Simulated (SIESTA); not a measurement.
Runs of SIESTA 5.4.2 on Sb. Symmetry: I4/mmm, No. 139, tetragonal system. Conventional cell: a = 3.153 Å, b = 3.153 Å, c = 5.424 Å, α = 90.00°, β = 90.00°, γ = 90.00°. Sb (site symmetry 4/mmm) has 12 Sb at 3.15 to 3.51 Å as nearest neighbours. This isn't the form of Sb at room conditions, which is rhombohedral.

```tsv
level	gap on the mesh (eV)	pressure (GPa)	relaxed volume (Å³/atom)
vdW-DF	none	0.0	31.23
VV10	none	0.0	(b)
vdW-DF-C09	none	0.0	27.51
optB88-vdW	none	0.0	29.42
PBE	none	-0.1	(a)
vdW-DF2	none	0.0	34.65
vdW-DF-cx	none	0.0	27.71
```

Alike in all rows: task relaxation of cell and atoms; potentials or basis PseudoDojo 0.4 standard (PBE files), DZP (energy shift 0.003 Ry; two zetas on semicore shells); no spin polarisation; cell relaxed; k mesh 12 × 12 × 12; smearing fermi-dirac 0.05 eV; grid cutoff 500 Ry; energy shift 0.003 Ry.

Question: Fill in the values left out.

Answer: (a) 28.44; (b) 29.65.

Caveats: the basis of atomic orbitals isn't converged, which shifts pressures, moduli and gaps; the potentials were made for another functional, which shifts forces and pressure (some runs); the volume moved by over 15 % at a fixed basis, so the end points are rough (some runs); the non-local part is tabulated coarsely and may be off by about a percent (some runs).

A k mesh can miss the band edges, and the runs leave out spin-orbit coupling on Sb.

A gap of «none» marks a metal or a gap under the smearing width.
